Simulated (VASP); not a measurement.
# InSb in VASP: work function with PBEsol

Aim: the work function of InSb with PBEsol.

Everything below comes from runs of VASP 6.6.1. Logs are shortened: lines on timing, memory, paths and dates and some standing lists are left out, and cuts for length are marked.

### 1 The slab as given

The cell holds a slab with vacuum, 4 atoms: a = 6.478 Å, b = 4.581 Å, c = 18.290 Å, α = 90.00°, β = 90.00°, γ = 90.00°.

### 2 Work function, PBEsol

File INCAR:

```
SYSTEM = InSb
PREC = Accurate
ENCUT = 520
EDIFF = 1E-6
ISMEAR = 1
SIGMA = 0.1
LREAL = .FALSE.
LASPH = .TRUE.
NELM = 80
ALGO = Normal
ISIF = 2
LWAVE = .FALSE.
LCHARG = .TRUE.
LDIPOL = .TRUE.
IDIPOL = 3
DIPOL = 0.5 0.5 0.500
GGA = PS
LELF = .TRUE.
LVHAR = .TRUE.
LVACPOTAV = .TRUE.
```

File KPOINTS:

```
Automatic mesh
0
G
  6 8 1
  0 0 0
```

File POSCAR:

```
InSb                                    
1.0
    6.4782000000      0.0000000000      0.0000000000
    0.0000000000      4.5807791500      0.0000000000
    0.0000000000      0.0000000000     18.2903895750
  In              Sb            
     2     2
Direct
     0.5374592200073410    0.5000000000000000    0.4823694318550307
     0.0374592200073410    0.0000000000000000    0.5176305681449693
     0.7125407799926590    0.0000000000000000    0.4180554188849891
     0.2125407799926589    0.5000000000000000    0.5819445811150109
```

Potentials or basis: VASP PAW PBE potentials, release 64 (In_d, Sb).

Launch:

```sh
> cat potpaw_PBE.64/In_d/POTCAR potpaw_PBE.64/Sb/POTCAR > POTCAR
> mpirun -np 1 vasp_std > vasp.out
```

OUTCAR:

```text
SYSTEM = InSb
   PREC = Accurate
   ENCUT = 520
   EDIFF = 1E-6
   ISMEAR = 1
   LREAL = .FALSE.
   LASPH = .TRUE.
   NELM = 80
   ISIF = 2
   GGA = PS

 ion  position               nearest neighbor table
   1  0.537  0.500  0.482-   4 2.78   3 2.81   3 2.81   2 4.02   2 4.02   2 4.02   2 4.02
   2  0.037  0.000  0.518-   3 2.78   4 2.81   4 2.81   1 4.02   1 4.02   1 4.02   1 4.02
   3  0.713  0.000  0.418-   2 2.78   1 2.81   1 2.81
   4  0.213  0.500  0.582-   1 2.78   2 2.81   2 2.81

  LATTYP: Found a simple orthorhombic cell.
 ALAT       =     4.5807791500
 B/A-ratio  =     1.4142135623
 C/A-ratio  =     3.9928555768

  Lattice vectors:

 A1 = (   0.0000000000,  -4.5807791500,   0.0000000000)
 A2 = (   6.4782000000,   0.0000000000,   0.0000000000)
 A3 = (   0.0000000000,   0.0000000000,  18.2903895750)

Analysis of symmetry for initial positions (statically):
=====================================================================
 Subroutine PRICEL returns:
 Original cell was already a primitive cell.

 Routine SETGRP: Setting up the symmetry group for a
 simple orthorhombic supercell.

 Subroutine GETGRP returns: Found  4 space group operations
 (whereof  2 operations were pure point group operations)
 out of a pool of  8 trial point group operations.

The static configuration has the point symmetry C_1h.
 The point group associated with its full space group is C_2v.

Analysis of symmetry for dynamics (positions and initial velocities):
=====================================================================
 Subroutine PRICEL returns:
 Original cell was already a primitive cell.

 Routine SETGRP: Setting up the symmetry group for a
 simple orthorhombic supercell.

 Subroutine GETGRP returns: Found  4 space group operations
 (whereof  2 operations were pure point group operations)
 out of a pool of  8 trial point group operations.

The dynamic configuration has the point symmetry C_1h.
 The point group associated with its full space group is C_2v.

 Subroutine INISYM returns: Found  4 space group operations
 (whereof  2 operations are pure point group operations),
 and found     1 'primitive' translations

----------------------------------------------------------------------------------------

                                     Primitive cell

  volume of cell :     542.7710

  direct lattice vectors                    reciprocal lattice vectors
     6.478200000  0.000000000  0.000000000     0.154363867  0.000000000  0.000000000
     0.000000000  4.580779150  0.000000000     0.000000000  0.218303474  0.000000000
     0.000000000  0.000000000 18.290389575     0.000000000  0.000000000  0.054673521

  length of vectors
     6.478200000  4.580779150 18.290389575     0.154363867  0.218303474  0.054673521

  position of ions in fractional coordinates (direct lattice)
     0.537459220  0.500000000  0.482369432
     0.037459220  0.000000000  0.517630568
     0.712540780  0.000000000  0.418055419
     0.212540780  0.500000000  0.581944581

  ion indices of the primitive-cell ions
   primitive index   ion index
                 1           1
                 2           2
                 3           3
                 4           4

----------------------------------------------------------------------------------------

 KPOINTS: Automatic mesh

Automatic generation of k-mesh.
 Grid dimensions read from file:
 generate k-points for:    6    8    1

 Generating k-lattice:

  Cartesian coordinates                     Fractional coordinates (reciprocal lattice)
     0.025727311  0.000000000  0.000000000     0.166666667  0.000000000  0.000000000
     0.000000000  0.027287934  0.000000000     0.000000000  0.125000000  0.000000000
     0.000000000  0.000000000  0.054673521     0.000000000  0.000000000  1.000000000

  Length of vectors
     0.025727311  0.027287934  0.054673521

  Shift w.r.t. Gamma in fractional coordinates (k-lattice)
     0.000000000  0.000000000  0.000000000

 Subroutine IBZKPT returns following result:
 ===========================================

 Found     20 irreducible k-points:

 Following reciprocal coordinates:
            Coordinates               Weight
  0.000000  0.000000  0.000000      1.000000
  0.166667  0.000000  0.000000      2.000000
  0.333333  0.000000  0.000000      2.000000
  0.500000  0.000000  0.000000      1.000000
  0.000000  0.125000  0.000000      2.000000
  0.166667  0.125000  0.000000      4.000000
[... 12 lines left out ...]
  0.333333  0.500000  0.000000      2.000000
  0.500000  0.500000  0.000000      1.000000
   k-points           NKPTS =     20   k-points in BZ     NKDIM =     20   number of bands    NBANDS=     22
   number of dos      NEDOS =    301   number of ions     NIONS =      4
   total plane-waves  NPLWV = 241920
   dimension x,y,z NGX =    48 NGY =   36 NGZ =  140
   dimension x,y,z NGXF=    96 NGYF=   72 NGZF=  280
   ions per type =               2   2
   NGX,Y,Z   is equivalent  to a cutoff of  12.32, 13.07, 12.72 a.u.
   NGXF,Y,Z  is equivalent  to a cutoff of  24.64, 26.13, 25.45 a.u.
 SYSTEM =  InSb
   PREC   = accura    normal or accurate (medium, high low for compatibility)
   ISTART =      0    job   : 0-new  1-cont  2-samecut
   ICHARG =      2    charge: 1-file 2-atom 10-const
   ISPIN  =      1    spin polarized calculation?
   LNONCOLLINEAR =      F non collinear calculations
   LSORBIT =      F    spin-orbit coupling
   LASPH  =      T    aspherical Exc in radial PAW
   ENCUT  =  520.0 eV  38.22 Ry    6.18 a.u.  12.05  8.52 34.01*2*pi/ulx,y,z
   NELM   =     80;   NELMIN=  2; NELMDL= -5     # of ELM steps
   EDIFF  = 0.1E-05   stopping-criterion for ELM
   LREAL  =      F    real-space projection
   EDIFFG = 0.1E-04   stopping-criterion for IOM
   NSW    =      0    number of steps for IOM
   IBRION =     -1    ionic relax: 0-MD 1-quasi-New 2-CG
   NFREE  =      0    steps in history (QN), initial steepest desc. (CG)
   ISIF   =      2    stress and relaxation
   ISYM   =      2    0-nonsym 1-usesym 2-fastsym
   POTIM  = 0.5000    time-step for ionic-motion
   TEBEG  =    0.0;   TEEND  =   0.0 temperature during run
   PSTRESS=    0.0 pullay stress
   NELECT =      36.0000    total number of electrons
   NUPDOWN=      -1.0000    fix difference up-down
   EMIN   =  10.00;   EMAX   =-10.00  energy-range for DOS
   EFERMI =   0.00;   METHOD = LEGACY
   ISMEAR =     1;   SIGMA  =   0.10  broadening in eV -4-tet -1-fermi 0-gaus
   EFERMI_NEDOS =   21; number of points for ismear=-14 and -15
   IALGO  =     38    algorithm
   IMIX   =      4    mixing-type and parameters
     AMIX     =   0.40;   BMIX     =  1.00
     AMIX_MAG =   1.60;   BMIX_MAG =  1.00
  volume/ion in A,a.u.               =     135.69       915.70
  Fermi-wavevector in a.u.,A,eV,Ry     =   0.662679  1.252282  5.974916  0.439144
  Thomas-Fermi vector in A             =   1.735824
   LORBIT       =      0    0 simple, 1 ext, 2 COOP (PROOUT), +10 PAW based schemes
   GGA     = PS    functional components
   LHFCALC =     F    Hartree Fock is set to
   AEXX    =    0.0000 exact exchange contribution
   IVDW    =     0    specifies the selected vdW correction
   LEPSILON=     F    determine dielectric tensor
   LRPA    =     F    only Hartree local field effects (RPA)
 non-spin polarized calculation
 Methfessel and Paxton  Order N= 1 SIGMA  =   0.10
  energy-cutoff  :      520.00
  volume of cell :      542.77
 maximum number of plane-waves:     14696
   NGX = 25   NGY = 17   NGZ = 69

 dipolmoment           0.000000      0.000000      0.000000 electrons x Angstroem

 number of electron      35.9999996 magnetization

 dipolmoment           0.000000      0.000000     -0.000000 electrons x Angstroem

 Free energy of the ion-electron system (eV)
  ---------------------------------------------------
  ext. energy  EPLUGINS =         0.00000000
  ---------------------------------------------------
  free energy    TOTEN  =       -13.99456263 eV

  energy without entropy =      -13.99482750  energy(sigma->0) =      -13.99465092

 E-fermi :  -2.2802     XC(G=0):  -2.9330

 val. band max:       -2.3545241228   @ k =   0.0000   0.0000   0.0000
 cond. band min:      -1.3343304895   @ k =   0.3333   0.0000   0.0000
 fundamental gap:      1.0201936333
 Fermi energy:        -2.2801562208

 k-point     1 :       0.0000    0.0000    0.0000
  band No.  band energies     occupation
      1     -16.7980      2.00000
      2     -16.7418      2.00000
      3     -16.6872      2.00000
      4     -16.6783      2.00000
      5     -16.6651      2.00000
      6     -16.6514      2.00000
[... 14 lines left out ...]
     21      -0.5627     -0.00000
     22       1.2340      0.00000

 k-point     2 :       0.1667    0.0000    0.0000
  band No.  band energies     occupation
      1     -16.7950      2.00000
      2     -16.7464      2.00000
      3     -16.6850      2.00000
      4     -16.6747      2.00000
      5     -16.6667      2.00000
      6     -16.6486      2.00000
[... 14 lines left out ...]
     21      -0.4033     -0.00000
     22       1.0899      0.00000

 k-point     3 :       0.3333    0.0000    0.0000
  band No.  band energies     occupation
      1     -16.7862      2.00000
      2     -16.7582      2.00000
      3     -16.6796      2.00000
      4     -16.6694      2.00000
      5     -16.6667      2.00000
      6     -16.6526      2.00000
[... 14 lines left out ...]
     21      -0.0094      0.00000
     22       0.9441      0.00000

 k-point     4 :       0.5000    0.0000    0.0000
  band No.  band energies     occupation
      1     -16.7729      2.00000
      2     -16.7729      2.00000
      3     -16.6736      2.00000
      4     -16.6736      2.00000
      5     -16.6587      2.00000
      6     -16.6587      2.00000
[... 14 lines left out ...]
     21       0.5452      0.00000
     22       0.5452      0.00000

 k-point     5 :       0.0000    0.1250    0.0000
  band No.  band energies     occupation
      1     -16.7956      2.00000
      2     -16.7394      2.00000
      3     -16.6864      2.00000
      4     -16.6766      2.00000
      5     -16.6665      2.00000
      6     -16.6565      2.00000
[... 14 lines left out ...]
     21      -0.1961      0.00000
     22       1.0309      0.00000

 k-point     6 :       0.1667    0.1250    0.0000
  band No.  band energies     occupation
      1     -16.7926      2.00000
      2     -16.7443      2.00000
      3     -16.6862      2.00000
      4     -16.6723      2.00000
      5     -16.6687      2.00000
      6     -16.6543      2.00000
[... 14 lines left out ...]
     21      -0.0163      0.00000
     22       0.8604      0.00000

 k-point     7 :       0.3333    0.1250    0.0000
  band No.  band energies     occupation
      1     -16.7840      2.00000
      2     -16.7565      2.00000
      3     -16.6831      2.00000
      4     -16.6724      2.00000
      5     -16.6647      2.00000
      6     -16.6548      2.00000
[... 224 lines left out ...]
      6     -16.6669      2.00000
[... 14 lines left out ...]
     21       0.5297      0.00000
     22       0.5297      0.00000

 k-point    17 :       0.0000    0.5000    0.0000
  band No.  band energies     occupation
      1     -16.7606      2.00000
      2     -16.7606      2.00000
      3     -16.6789      2.00000
      4     -16.6789      2.00000
      5     -16.6658      2.00000
      6     -16.6658      2.00000
[... 14 lines left out ...]
     21      -0.0643      0.00000
     22      -0.0643      0.00000

 k-point    18 :       0.1667    0.5000    0.0000
  band No.  band energies     occupation
      1     -16.7615      2.00000
      2     -16.7615      2.00000
      3     -16.6815      2.00000
      4     -16.6815      2.00000
      5     -16.6711      2.00000
      6     -16.6711      2.00000
[... 14 lines left out ...]
     21      -0.0542      0.00000
     22      -0.0542      0.00000

 k-point    19 :       0.3333    0.5000    0.0000
  band No.  band energies     occupation
      1     -16.7631      2.00000
      2     -16.7631      2.00000
      3     -16.6901      2.00000
      4     -16.6901      2.00000
      5     -16.6704      2.00000
      6     -16.6704      2.00000
[... 14 lines left out ...]
     21       0.0075      0.00000
     22       0.0075      0.00000

 k-point    20 :       0.5000    0.5000    0.0000
  band No.  band energies     occupation
      1     -16.7638      2.00000
      2     -16.7638      2.00000
      3     -16.6941      2.00000
      4     -16.6941      2.00000
      5     -16.6692      2.00000
      6     -16.6692      2.00000
[... 14 lines left out ...]
     21       0.1063      0.00000
     22       0.1063      0.00000

------------------------ aborting loop because EDIFF is reached ----------------------------------------

  FORCE on cell =-STRESS in cart. coord.  units (eV):
  Direction    XX          YY          ZZ          XY          YZ          ZX
  --------------------------------------------------------------------------------------
  -------------------------------------------------------------------------------------
  Total       -0.5161746     -1.6515148     -0.0162783      0.0000000      0.0000000      0.0000000
  in kB       -1.5236687     -4.8750199     -0.0480510      0.0000000      0.0000000      0.0000000
  external PRESSURE =      -2.1489132 kB  Pullay stress =       0.0000000 kB

 VOLUME and BASIS-vectors are now :
 -----------------------------------------------------------------------------
  energy-cutoff  :      520.00
  volume of cell :      542.77
      direct lattice vectors                 reciprocal lattice vectors
     6.478200000  0.000000000  0.000000000     0.154363867  0.000000000  0.000000000
     0.000000000  4.580779150  0.000000000     0.000000000  0.218303474  0.000000000
     0.000000000  0.000000000 18.290389575     0.000000000  0.000000000  0.054673521

 POSITION                                       TOTAL-FORCE (eV/Angst)
 -----------------------------------------------------------------------------------
      3.48177      2.29039      8.82272        -0.001956      0.000000      0.006962
      0.24267      0.00000      9.46766        -0.001956      0.000000     -0.006962
      4.61598      0.00000      7.64640         0.001956      0.000000     -0.004905
      1.37688      2.29039     10.64399         0.001956      0.000000      0.004905
 -----------------------------------------------------------------------------------
    total drift:                               -0.000042      0.000000     -0.000003

  FREE ENERGIE OF THE ION-ELECTRON SYSTEM (eV)
  ---------------------------------------------------
  free  energy   TOTEN  =       -13.9945626288 eV

  energy  without entropy=      -13.9948275002  energy(sigma->0) =      -13.99465092

 vacuum level on the upper side and lower side of the slab         2.412         2.412
```

Run time: 4.4 min. Hardware: 1 thread of AMD EPYC 9R45 (Zen 5), shared host; peak memory 0.62 GiB.

What came out:

```
Free energy                            : -13.9946 eV
Largest force                          : 0.007 eV/Å
Band gap on the k mesh                 : 1.02 eV, indirect (least direct gap 1.30 eV)
Ionisation potential of the upper face : 4.77 eV
```

Forces on the atoms (eV/Å):
```
In  -0.002  0.000  0.007
In  -0.002  0.000 -0.007
Sb   0.002  0.000 -0.005
Sb   0.002  0.000  0.005
```

Levels at points of the mesh, in eV from the valence-band top:
| k point | band 14 | band 15 | band 16 | band 17 | band 18 | band 19 | band 20 | band 21 | band 22 |
| --- | --- | --- | --- | --- | --- | --- | --- | --- | --- |
| (0.00, 0.00, 0.00) | -3.15 | -1.50 | -1.33 | -1.04 | 0.00 | 1.31 | 1.59 | 1.79 | 3.59 |
| (0.50, 0.00, 0.00) | -4.05 | -0.73 | -0.73 | -0.60 | -0.60 | 1.12 | 1.12 | 2.90 | 2.90 |
| (0.00, 0.50, 0.00) | -4.94 | -1.89 | -1.89 | -0.85 | -0.85 | 1.29 | 1.29 | 2.29 | 2.29 |
| (0.50, 0.50, 0.00) | -5.17 | -1.58 | -1.58 | -1.37 | -1.37 | 2.25 | 2.25 | 2.46 | 2.46 |

Caveat: the PAW data sets were made with another functional, which shifts forces and pressure a little; spin-orbit coupling is left out, which moves the levels of the heavy elements. PBEsol gaps usually lie below the measured ones, often by a third to a half.
